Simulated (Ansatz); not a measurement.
GeTe (alpha-GeTe type, space group R3m)

```
GeTe
1.0
    2.11331     1.22012     3.63992
   -2.11331     1.22012     3.63992
    0.00000    -2.44024     3.63992
Ge Te
1 1
Direct
  0.23423   0.23423   0.23423
  0.76577   0.76577   0.76577
```

Two coordinates are scanned: the volume, and the ratio of the stretch along z (the conventional c axis) to the stretch across it. Atoms keep their fractional coordinates.

Method: PBE (plane waves to 420 eV, PAW, scalar-relativistic; Ansatz, a program for electronic structure). k mesh 10×10×10 (Γ-centred), Fermi-Dirac smearing 0.05 eV. Energies are smeared free energies. As the atoms are clamped, bonds stretch with the cell, which overstates energies and stresses. As the smearing reaches across the gap at some points, the response to shear is sensitive to the k mesh, so small differences along c/a are uncertain. GeTe was relaxed with its symmetry unable to fall. Spin-orbit coupling is left out, though Te is heavy. The zero of ΔE is the relaxed starting cell.

```
ΔE (meV/atom)         V/V₀ = 0.960  V/V₀ = 0.973  V/V₀ = 0.987  V/V₀ = 1.000  V/V₀ = 1.013  V/V₀ = 1.027  V/V₀ = 1.040
--------------------  ------------  ------------  ------------  ------------  ------------  ------------  ------------
(c/a)/(c/a)₀ = 0.920           ___            17            16            16           ___           ___           ___
(c/a)/(c/a)₀ = 0.947            12             9             7             7             8            11            15
(c/a)/(c/a)₀ = 0.973             8             4             2             2             3             5             9
(c/a)/(c/a)₀ = 1.000             7             3             1             0             1             3             6
(c/a)/(c/a)₀ = 1.027            10             5             3             2             2             4             7
(c/a)/(c/a)₀ = 1.053            15            11             8             6             6             8            11
(c/a)/(c/a)₀ = 1.080           ___           ___            16            14            14            15            17
```

Problem. Some entries are withheld; supply them.

Solution. 
- (c/a)/(c/a)₀ = 0.920, V/V₀ = 0.960: 20
- (c/a)/(c/a)₀ = 0.920, V/V₀ = 1.013: 18
- (c/a)/(c/a)₀ = 0.920, V/V₀ = 1.027: 21
- (c/a)/(c/a)₀ = 0.920, V/V₀ = 1.040: 25
- (c/a)/(c/a)₀ = 1.080, V/V₀ = 0.960: 24
- (c/a)/(c/a)₀ = 1.080, V/V₀ = 0.973: 19

(A scan under strain: stresses follow from slopes of the energy per volume, elastic moduli from its curvatures.)
